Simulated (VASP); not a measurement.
# H6C2O in VASP: notebook

Runs on H6C2O. Level: PBEsol. Tasks: single point.

Program: VASP 6.6.1. These are calculated values, not measurements. Logs are shortened: lines on timing, memory, paths and dates and some standing lists are left out, and cuts for length are marked.

## (1) The structure

The cell holds a amorphous, 36 atoms: a = 7.529 Å, b = 7.529 Å, c = 7.529 Å, α = 90.00°, β = 90.00°, γ = 90.00°.

The cell was built by a generator and needn't be a form met in nature.

## (2) Single point, PBEsol

Input file INCAR:

```
PREC = Accurate
ENCUT = 520
EDIFF = 1E-7
ISMEAR = -1
SIGMA = 0.02
LREAL = Auto
LASPH = T
NELM = 60
ALGO = Normal
ISIF = 2
LWAVE = F
LCHARG = F
GGA = PS
NBANDS = 64
```

Input file KPOINTS:

```
Automatic mesh
0
Gamma
  1 1 1
```

Input file POSCAR:

```
H6C2O
1.0
    7.5290720000      0.0000000000      0.0000000000
    0.0000000000      7.5290720000      0.0000000000
    0.0000000000      0.0000000000      7.5290720000
C O H
8 4 24
Direct
    0.8662273744      0.7103572006     -0.0462451664
    0.9590502267      0.5819839852      0.0762392334
    0.4219546881      0.5035515572      1.0160323744
    0.3759125699      0.3146999746      0.9596729269
    0.3133784273      0.8062334769      0.5734070554
    0.1689731987      0.9443163789      0.5534980043
    0.6611828607      0.2183528165      0.5138771930
    0.5713565888      0.3972182161      0.5260031114
    0.8274122975      0.4933656819      0.1818084609
    0.2371124208      0.3055889198      0.8317090141
    0.0366091402      0.8711149320      0.4387740906
    0.3833672995      0.3729419680      0.5012656223
    0.8882389356      0.4056213048      0.2543139473
    1.0356530804      0.4841224987     -0.0026108529
    1.0513288091      0.6560285583      0.1643788947
    0.9640917445      0.7781597872     -0.1319976691
    0.7717513774      0.6392869969     -0.1328484033
    0.7924196181      0.8121401821      0.0294862838
    0.2898670425      0.3295597818      0.7129253357
    0.4970758637      0.2465461150      0.9095101402
    0.3310954220      0.2382716565      1.0771844385
    0.5386726906      0.5042739948      1.1051613715
    0.4554407756      0.5857128255      0.8989933151
    0.3087453598      0.5673826212      1.0835274962
   -0.0647450879      0.9512846361      0.4370022596
    0.1123101879      0.9784703034      0.6855993471
    0.2253650425      1.0682996113      0.4967914069
    0.4218720294      0.8544441413      0.6594772687
    0.2583340986      0.6852697390      0.6359876055
    0.3711288974      0.7739663505      0.4417818995
    0.3329555606      0.4890296486      0.4730283116
    0.5964060631      0.4578293702      0.6579685120
    0.6243316915      0.4876089020      0.4233672307
    0.8031727527      0.2320913770      0.5476848962
    0.6020390776      0.1240477309      0.6089600862
    0.6477810747      0.1628626592      0.3789647580
```

Potentials or basis: VASP PAW PBE potentials, release 64 (C, O, H).

On the command line:

```bash
> cat potpaw_PBE.64/C/POTCAR potpaw_PBE.64/O/POTCAR potpaw_PBE.64/H/POTCAR > POTCAR
> mpirun -np 1 vasp_gam > vasp.out
```

OUTCAR:

```text
PREC = Accurate
   ENCUT = 520
   EDIFF = 1E-7
   ISMEAR = -1
   LREAL = Auto
   LASPH = T
   NELM = 60
   ISIF = 2
   GGA = PS

 ion  position               nearest neighbor table
   1  0.866  0.710  0.954-  17 1.10  16 1.10  18 1.11   2 1.51
   2  0.959  0.582  0.076-  14 1.11  15 1.11   9 1.44   1 1.51
   3  0.422  0.504  0.016-  24 1.10  22 1.11  23 1.11   4 1.52
   4  0.376  0.315  0.960-  21 1.11  20 1.11  10 1.42   3 1.52
   5  0.313  0.806  0.573-  28 1.10  29 1.11  30 1.11   6 1.51
   6  0.169  0.944  0.553-  27 1.11  26 1.11  11 1.43   5 1.51
   7  0.661  0.218  0.514-  35 1.10  36 1.10  34 1.10   8 1.51
   8  0.571  0.397  0.526-  33 1.10  32 1.11  12 1.44   7 1.51
   9  0.827  0.493  0.182-  13 0.97   2 1.44
  10  0.237  0.306  0.832-  19 1.00   4 1.42
  11  0.037  0.871  0.439-  25 0.97   6 1.43
  12  0.383  0.373  0.501-  31 0.98   8 1.44
  13  0.888  0.406  0.254-   9 0.97
  14  0.036  0.484  0.997-   2 1.11
  15  0.051  0.656  0.164-   2 1.11
  16  0.964  0.778  0.868-   1 1.10
  17  0.772  0.639  0.867-   1 1.10
  18  0.792  0.812  0.029-   1 1.11
[... 16 lines left out ...]
  35  0.602  0.124  0.609-   7 1.10
  36  0.648  0.163  0.379-   7 1.10

  LATTYP: Found a simple cubic cell.
 ALAT       =     7.5290720000

  Lattice vectors:

 A1 = (   7.5290720000,   0.0000000000,   0.0000000000)
 A2 = (   0.0000000000,   7.5290720000,   0.0000000000)
 A3 = (   0.0000000000,   0.0000000000,   7.5290720000)

Analysis of symmetry for initial positions (statically):
=====================================================================
 Subroutine PRICEL returns:
 Original cell was already a primitive cell.

 Routine SETGRP: Setting up the symmetry group for a
 simple cubic supercell.

 Subroutine GETGRP returns: Found  1 space group operations
 (whereof  1 operations were pure point group operations)
 out of a pool of 48 trial point group operations.

The static configuration has the point symmetry C_1 .

Analysis of symmetry for dynamics (positions and initial velocities):
=====================================================================
 Subroutine PRICEL returns:
 Original cell was already a primitive cell.

 Routine SETGRP: Setting up the symmetry group for a
 simple cubic supercell.

 Subroutine GETGRP returns: Found  1 space group operations
 (whereof  1 operations were pure point group operations)
 out of a pool of 48 trial point group operations.

The dynamic configuration has the point symmetry C_1 .

 Subroutine INISYM returns: Found  1 space group operations
 (whereof  1 operations are pure point group operations),
 and found     1 'primitive' translations

----------------------------------------------------------------------------------------

                                     Primitive cell

  volume of cell :     426.7999

  direct lattice vectors                    reciprocal lattice vectors
     7.529072000  0.000000000  0.000000000     0.132818493  0.000000000  0.000000000
     0.000000000  7.529072000  0.000000000     0.000000000  0.132818493  0.000000000
     0.000000000  0.000000000  7.529072000     0.000000000  0.000000000  0.132818493

  length of vectors
     7.529072000  7.529072000  7.529072000     0.132818493  0.132818493  0.132818493

  position of ions in fractional coordinates (direct lattice)
     0.866227374  0.710357201  0.953754834
     0.959050227  0.581983985  0.076239233
     0.421954688  0.503551557  0.016032374
     0.375912570  0.314699975  0.959672927
     0.313378427  0.806233477  0.573407055
     0.168973199  0.944316379  0.553498004
[... 28 lines left out ...]
     0.602039078  0.124047731  0.608960086
     0.647781075  0.162862659  0.378964758

  ion indices of the primitive-cell ions
   primitive index   ion index
                 1           1
                 2           2
                 3           3
                 4           4
                 5           5
                 6           6
[... 28 lines left out ...]
                35          35
                36          36

----------------------------------------------------------------------------------------

 KPOINTS: Automatic mesh

Automatic generation of k-mesh.
 Grid dimensions read from file:
 generate k-points for:    1    1    1

 Generating k-lattice:

  Cartesian coordinates                     Fractional coordinates (reciprocal lattice)
     0.132818493  0.000000000  0.000000000     1.000000000  0.000000000  0.000000000
     0.000000000  0.132818493  0.000000000     0.000000000  1.000000000  0.000000000
     0.000000000  0.000000000  0.132818493     0.000000000  0.000000000  1.000000000

  Length of vectors
     0.132818493  0.132818493  0.132818493

  Shift w.r.t. Gamma in fractional coordinates (k-lattice)
     0.000000000  0.000000000  0.000000000

 Subroutine IBZKPT returns following result:
 ===========================================

 Found      1 irreducible k-points:

 Following reciprocal coordinates:
            Coordinates               Weight
  0.000000  0.000000  0.000000      1.000000
   k-points           NKPTS =      1   k-points in BZ     NKDIM =      1   number of bands    NBANDS=     64
   number of dos      NEDOS =    301   number of ions     NIONS =     36
   total plane-waves  NPLWV = 175616
   dimension x,y,z NGX =    56 NGY =   56 NGZ =   56
   dimension x,y,z NGXF=   112 NGYF=  112 NGZF=  112
   ions per type =               8   4  24
   NGX,Y,Z   is equivalent  to a cutoff of  12.37, 12.37, 12.37 a.u.
   NGXF,Y,Z  is equivalent  to a cutoff of  24.73, 24.73, 24.73 a.u.
 SYSTEM =  unknown system
   PREC   = accura    normal or accurate (medium, high low for compatibility)
   ISTART =      0    job   : 0-new  1-cont  2-samecut
   ICHARG =      2    charge: 1-file 2-atom 10-const
   ISPIN  =      1    spin polarized calculation?
   LNONCOLLINEAR =      F non collinear calculations
   LSORBIT =      F    spin-orbit coupling
   LASPH  =      T    aspherical Exc in radial PAW
   ENCUT  =  520.0 eV  38.22 Ry    6.18 a.u.  14.00 14.00 14.00*2*pi/ulx,y,z
   NELM   =     60;   NELMIN=  2; NELMDL= -5     # of ELM steps
   EDIFF  = 0.1E-06   stopping-criterion for ELM
   LREAL  =      T    real-space projection
   EDIFFG = 0.1E-05   stopping-criterion for IOM
   NSW    =      0    number of steps for IOM
   IBRION =     -1    ionic relax: 0-MD 1-quasi-New 2-CG
   NFREE  =      0    steps in history (QN), initial steepest desc. (CG)
   ISIF   =      2    stress and relaxation
   ISYM   =      2    0-nonsym 1-usesym 2-fastsym
   POTIM  = 0.5000    time-step for ionic-motion
   TEBEG  =    0.0;   TEEND  =   0.0 temperature during run
   PSTRESS=    0.0 pullay stress
   NELECT =      80.0000    total number of electrons
   NUPDOWN=      -1.0000    fix difference up-down
   EMIN   =  10.00;   EMAX   =-10.00  energy-range for DOS
   EFERMI =   0.00;   METHOD = LEGACY
   ISMEAR =    -1;   SIGMA  =   0.02  broadening in eV -4-tet -1-fermi 0-gaus
   EFERMI_NEDOS =   21; number of points for ismear=-14 and -15
   IALGO  =     38    algorithm
   IMIX   =      4    mixing-type and parameters
     AMIX     =   0.40;   BMIX     =  1.00
     AMIX_MAG =   1.60;   BMIX_MAG =  1.00
  volume/ion in A,a.u.               =      11.86        80.01
  Fermi-wavevector in a.u.,A,eV,Ry     =   0.936907  1.770498 11.943135  0.877796
  Thomas-Fermi vector in A             =   2.063965
   LORBIT       =      0    0 simple, 1 ext, 2 COOP (PROOUT), +10 PAW based schemes
   GGA     = PS    functional components
   LHFCALC =     F    Hartree Fock is set to
   AEXX    =    0.0000 exact exchange contribution
   IVDW    =     0    specifies the selected vdW correction
   LEPSILON=     F    determine dielectric tensor
   LRPA    =     F    only Hartree local field effects (RPA)
 non-spin polarized calculation
  energy-cutoff  :      520.00
  volume of cell :      426.80
 maximum number of plane-waves:      5730
 NGX is ok and might be reduce to    54
   NGX = 27   NGY = 27   NGZ = 27

 number of electron      80.0000004 magnetization

 Free energy of the ion-electron system (eV)
  ---------------------------------------------------
  ext. energy  EPLUGINS =         0.00000000
  ---------------------------------------------------
  free energy    TOTEN  =      -189.99957607 eV

  energy without entropy =     -189.99957607  energy(sigma->0) =     -189.99957607

 E-fermi :  -2.4717     XC(G=0):  -6.0737

 val. band max:       -2.9644284462   @ k =   0.0000   0.0000   0.0000
 cond. band min:       1.5083030337   @ k =   0.0000   0.0000   0.0000
 fundamental gap:      4.4727314799
 Fermi energy:        -2.4716558954

 k-point     1 :       0.0000    0.0000    0.0000
  band No.  band energies     occupation
      1     -23.2428      2.00000
      2     -22.6350      2.00000
      3     -22.5151      2.00000
      4     -21.9666      2.00000
      5     -16.1432      2.00000
      6     -15.8136      2.00000
[... 44 lines left out ...]
     51       4.8098      0.00000
     52       4.9911      0.00000
 [bands above 52 left out]

------------------------ aborting loop because EDIFF is reached ----------------------------------------

  FORCE on cell =-STRESS in cart. coord.  units (eV):
  Direction    XX          YY          ZZ          XY          YZ          ZX
  --------------------------------------------------------------------------------------
  -------------------------------------------------------------------------------------
  Total        0.2275485     -0.7045633     -0.9349650      0.1393614     -0.4260074      0.1944885
  in kB        0.8542014     -2.6448815     -3.5097938      0.5231530     -1.5992022      0.7300962
  external PRESSURE =      -1.7668246 kB  Pullay stress =       0.0000000 kB

 VOLUME and BASIS-vectors are now :
 -----------------------------------------------------------------------------
  energy-cutoff  :      520.00
  volume of cell :      426.80
      direct lattice vectors                 reciprocal lattice vectors
     7.529072000  0.000000000  0.000000000     0.132818493  0.000000000  0.000000000
     0.000000000  7.529072000  0.000000000     0.000000000  0.132818493  0.000000000
     0.000000000  0.000000000  7.529072000     0.000000000  0.000000000  0.132818493

 POSITION                                       TOTAL-FORCE (eV/Angst)
 -----------------------------------------------------------------------------------
      6.52189      5.34833      7.18089        -0.009871      0.055019     -0.007316
      7.22076      4.38180      0.57401         0.068926      0.062007     -0.081128
      3.17693      3.79128      0.12071         0.008851     -0.064236     -0.027809
      2.83027      2.36940      7.22545         0.044533      0.048340      0.135531
      2.35945      6.07019      4.31722         0.042465      0.037131     -0.027812
      1.27221      7.10983      4.16733         0.092080      0.017777      0.094353
[... 28 lines left out ...]
      4.53280      0.93396      4.58490        -0.001456     -0.024726      0.020836
      4.87719      1.22620      2.85325        -0.002625     -0.006070      0.002119
 -----------------------------------------------------------------------------------
    total drift:                               -0.013930      0.016053     -0.000216

  FREE ENERGIE OF THE ION-ELECTRON SYSTEM (eV)
  ---------------------------------------------------
  free  energy   TOTEN  =      -189.9995760723 eV

  energy  without entropy=     -189.9995760723  energy(sigma->0) =     -189.99957607
```

It took 2.3 min on 1 thread of AMD EPYC, shared host; peak memory 0.34 GiB.

What came out:

- Free energy: -189.9996 eV
- Pressure: -0.2 GPa
- Largest force: 0.151 eV/Å
- Band gap on the k mesh: 4.47 eV, direct

Forces on the atoms (eV/Å):
```
C   -0.010  0.055 -0.007
C    0.069  0.062 -0.081
C    0.009 -0.064 -0.028
C    0.045  0.048  0.136
C    0.042  0.037 -0.028
C    0.092  0.018  0.094
C    0.001 -0.003 -0.020
C    0.107  0.019  0.039
O   -0.076  0.029 -0.022
O    0.113 -0.005 -0.052
O   -0.011 -0.028 -0.012
O   -0.010 -0.072  0.009
H    0.033 -0.079  0.055
H   -0.023  0.015  0.028
H   -0.008 -0.017 -0.009
H   -0.053 -0.025  0.061
H   -0.003  0.020  0.009
H    0.036 -0.059 -0.047
H   -0.090 -0.008  0.019
H   -0.032  0.029  0.020
H   -0.003  0.017 -0.042
H   -0.045 -0.012 -0.047
H    0.005 -0.009  0.022
H    0.009 -0.002 -0.005
H   -0.047  0.006 -0.023
H    0.056 -0.028 -0.106
H   -0.005 -0.028  0.027
H   -0.075 -0.007 -0.052
H    0.003  0.009 -0.020
H   -0.060  0.016  0.108
H   -0.071  0.092 -0.027
H    0.002 -0.012 -0.006
H    0.002  0.013 -0.016
H    0.000  0.002  0.000
H   -0.001 -0.025  0.021
H   -0.003 -0.006  0.002
```

Stress tensor (GPa, compression positive):
```
 0.09  0.05  0.07
 0.05 -0.26 -0.16
 0.07 -0.16 -0.35
```

Levels at points of the mesh, in eV from the valence-band top:
```tsv
k point	band 36	band 37	band 38	band 39	band 40	band 41	band 42	band 43	band 44	band 45
(0.00, 0.00, 0.00)	-1.52	-0.94	-0.48	-0.24	0.00	4.47	5.73	5.97	6.26	6.42
```

Caveat: the PAW data sets were made with another functional, which shifts forces and pressure a little. Expect the measured gap to be larger: semilocal functionals such as PBEsol lack the derivative discontinuity.

## (3) Single point, PBEsol

Input file INCAR:

```
  ALGO = Normal
  EDIFF = 1E-6
  ENCUT = 520
  GGA = PS
  ISIF = 2
  ISMEAR = -1
  LASPH = True
  LCHARG = False
  LREAL = Auto
  LWAVE = False
  NBANDS = 64
  NELM = 80
  PREC = Accurate
  SIGMA = 0.02
```

Input file KPOINTS:

```
k-points
0
Gamma
  1 1 1
```

Input file POSCAR:

```
H6C2O
1.0
    7.5290720000      0.0000000000      0.0000000000
    0.0000000000      7.5290720000      0.0000000000
    0.0000000000      0.0000000000      7.5290720000
C O H
8 4 24
Direct
    0.8790164000      0.6197246000     -0.0468236000
    0.9385916000      0.5028194000      0.1051954000
    0.4860568000      0.4335292000      0.9839437000
    0.3669284000      0.3181865000      0.8706727000
    0.3901741000      0.8252497000      0.5921709000
    0.2521610000      0.9709879000      0.5859569000
    0.6243553000      0.3413657000      0.5186934000
    0.4652657000      0.4630953000      0.5046136000
    0.7849123000      0.4636145000      0.2089256000
    0.2455533000      0.4335769000      0.7819740000
    0.0828125000      0.8882934000      0.6058820000
    0.3137268000      0.3534883000      0.4740095000
    0.8219857000      0.3884663000      0.3070166000
    0.9994066000      0.3804808000      0.0536945000
    1.0393521000      0.5718419000      0.1852000000
    0.9914813000      0.6546405000     -0.1317936000
    0.7797844000      0.5504960000     -0.1267422000
    0.8196826000      0.7416300000      0.0046073000
    0.1684031000      0.3605175000      0.7088051000
    0.4467412000      0.2425668000      0.7746044000
    0.2958056000      0.2219567000      0.9543322000
    0.5827119000      0.3524122000      1.0558128000
    0.5573936000      0.5282408000      0.9004730000
    0.4066370000      0.5076552000      1.0799875000
   -0.0067702000      0.9810496000      0.6020425000
    0.2760545000      1.0674503000      0.6929224000
    0.2605731000      1.0428207000      0.4591231000
    0.5237032000      0.8804098000      0.5775182000
    0.3823265000      0.7548174000      0.7186789000
    0.3668634000      0.7302171000      0.4851569000
    0.2107710000      0.4306788000      0.4647766000
    0.4499209000      0.5402084000      0.6276405000
    0.4840493000      0.5579258000      0.3951976000
    0.7455189000      0.4178436000      0.5423125000
    0.6059157000      0.2480410000      0.6281331000
    0.6400036000      0.2657373000      0.3959658000
```

Potentials or basis: VASP PAW PBE potentials, release 64 (C, O, H).

On the command line:

```bash
> cat potpaw_PBE.64/C/POTCAR potpaw_PBE.64/O/POTCAR potpaw_PBE.64/H/POTCAR > POTCAR
> mpirun -np 1 vasp_gam > vasp.out
```

Run time: 1.9 min. Hardware: 1 thread of AMD EPYC, shared host; peak memory 0.35 GiB.

It converged, with:

```yaml
Free_energy: -188.1923 eV
Pressure: 2.6 GPa
Largest_force: 1.446 eV/Å
Band_gap_on_the_k_mesh: 4.07 eV, direct
```

Forces on the atoms (eV/Å):
```
C    0.538 -0.147  0.188
C   -0.357  0.306 -0.498
C   -0.678 -0.695 -0.392
C   -0.038  0.739  0.455
C   -0.587  0.977  0.049
C    0.238 -0.414 -0.071
C   -0.215  0.044 -0.120
C    0.785 -0.737 -0.115
O    0.601  0.060  0.147
O   -0.635 -0.017  1.299
O   -0.197 -0.061  0.034
O    0.089 -0.023 -0.919
H   -0.059 -0.010  0.089
H    0.127 -0.241 -0.096
H    0.234  0.179  0.185
H    0.217  0.088 -0.136
H    0.019 -0.067 -0.182
H   -0.182  0.289  0.098
H    0.110 -0.105 -0.047
H   -0.072 -0.084 -0.024
H   -0.195 -0.221  0.200
H    0.072  0.072  0.054
H   -0.016  0.143 -0.065
H   -0.144  0.130  0.267
H   -0.112 -0.031 -0.007
H   -0.062  0.067  0.105
H   -0.017  0.110 -0.123
H    0.265  0.038 -0.100
H   -0.077 -0.083  0.276
H   -0.143  0.379 -0.068
H    0.018  0.264 -0.181
H    0.057 -0.412 -0.148
H    0.177 -0.199 -0.260
H    0.143  0.210  0.219
H    0.183 -0.210  0.112
H   -0.086 -0.337 -0.226
```

Stress tensor (GPa, compression positive):
```
 2.45  0.27 -0.89
 0.27  2.26  0.13
-0.89  0.13  3.24
```

Levels at points of the mesh, in eV from the valence-band top:
```
           k point  band 38  band 39  band 40  band 41  band 42  band 43
(0.00, 0.00, 0.00)    -0.36    -0.27     0.00     4.07     5.37     5.72
```

Caveat: the PAW data sets were made with another functional, which shifts forces and pressure a little. As with any semilocal functional, this PBEsol gap is likely too small.
